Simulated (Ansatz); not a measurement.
# CO2: further runs on the relaxed cell

One table from this session's results is given with a row withheld; the runs are named, their logs left out.

Method: DFT PBE+D3(BJ), scalar-relativistic, plane waves, PAW, in Ansatz 0.2.0.

2 further runs of the same task are left out: 2 set aside as unsound or not needed.

**The structure to begin with**

The structure is orthorhombic, space group Cmce (No. 64). The conventional cell has a = 5.591 Å, b = 5.027 Å, c = 6.743 Å, α = 90.00°, β = 90.00°, γ = 90.00°. Around C (site symmetry 2/m) lie 2 O at 1.17 Å. O (site symmetry m) has 1 C at 1.17 Å as nearest neighbours.

Coordinates:

```cif
data_structure
_symmetry_space_group_name_H-M 'P 1'
_symmetry_Int_Tables_number 1
_cell_length_a 3.7593
_cell_length_b 3.7593
_cell_length_c 6.7430
_cell_angle_alpha 90.000
_cell_angle_beta 90.000
_cell_angle_gamma 83.914
_cell_volume 94.76
loop_
_atom_site_label
_atom_site_type_symbol
_atom_site_fract_x
_atom_site_fract_y
_atom_site_fract_z
_atom_site_occupancy
C1 C 0.00000 0.00000 0.00000 1
C2 C 0.50000 0.50000 0.50000 1
O1 O 0.81328 0.18672 0.89662 1
O2 O 0.18672 0.81328 0.10338 1
O3 O 0.68672 0.31328 0.39662 1
O4 O 0.31328 0.68672 0.60338 1
```

It goes back to an entry of the Materials Project, which need not be the stable form.

This cell was relaxed beforehand with the same method: volume 15.79 Å³/atom, gap on the mesh 6.53 eV.

The first run:

input.yaml

```yaml
crystal:
  lattice:
    - [2.7955696563, -2.5133410556, 0.0]
    - [2.7955696563, 2.5133410556, 0.0]
    - [0.0, 0.0, 6.7430438916]
  atoms:
    - { symbol: C, position: [0.0, 0.0, 0.0] }
    - { symbol: C, position: [0.5, 0.5, 0.5] }
    - { symbol: O, position: [0.8132776264, 0.1867223736, 0.8966186728] }
    - { symbol: O, position: [0.1867223736, 0.8132776264, 0.1033813272] }
    - { symbol: O, position: [0.6867223736, 0.3132776264, 0.3966186728] }
    - { symbol: O, position: [0.3132776264, 0.6867223736, 0.6033813272] }
basis:
  ecutwfc: 420
kpoints:
  mp_grid: { grid: [6, 6, 4] }
hamiltonian:
  xc: pbesol
scf:
  occupations: { method: gaussian, width: 0.02 }
output:
  forces: true
  stress: true
  eigenvalues: true
relax:
  adjacent_minimum: "off"
  f_tol: 0.005
  max_steps: 50
  cell: { stress_tol: 0.05 }
```

Run with:

```bash
$ ansatz run input.yaml --threads 2 --pin off --max-ram 5120MiB --backend cpu --events-out ev --progress --plain --runs-dir out
```

Among the steps run: The cell under PBEsol; The cell under PBE; The cell under LDA; Relaxing with r2SCAN.

One of the session's tables, all rows but one given; the rest of the session is left out.

It belongs to the step «One structure, several functionals». 

| functional | a (Å) | b (Å) | c (Å) | volume (Å³/atom) | gap on the mesh (eV) |
| --- | --- | --- | --- | --- | --- |
| PBE+D3(BJ) | 3.759 | 3.759 | 6.743 | 15.79 | 6.53 |
| PBEsol | 3.882 | 3.882 | 6.786 | 16.95 | 6.52 |
| PBE | 4.036 | 4.036 | 7.050 | 19.03 | 6.48 |
| LDA | 3.471 | 3.471 | 6.193 | 12.37 | 6.47 |
| r2SCAN | ? | ? | ? | ? | ? |

Q: Estimate the row for r2SCAN from the others.

The run gave: a (Å): 3.668; b (Å): 3.668; c (Å): 6.551; volume (Å³/atom): 14.60; gap on the mesh (eV): 7.27. In the column «a (Å)» it lies between LDA (3.471) and PBE+D3(BJ) (3.759).
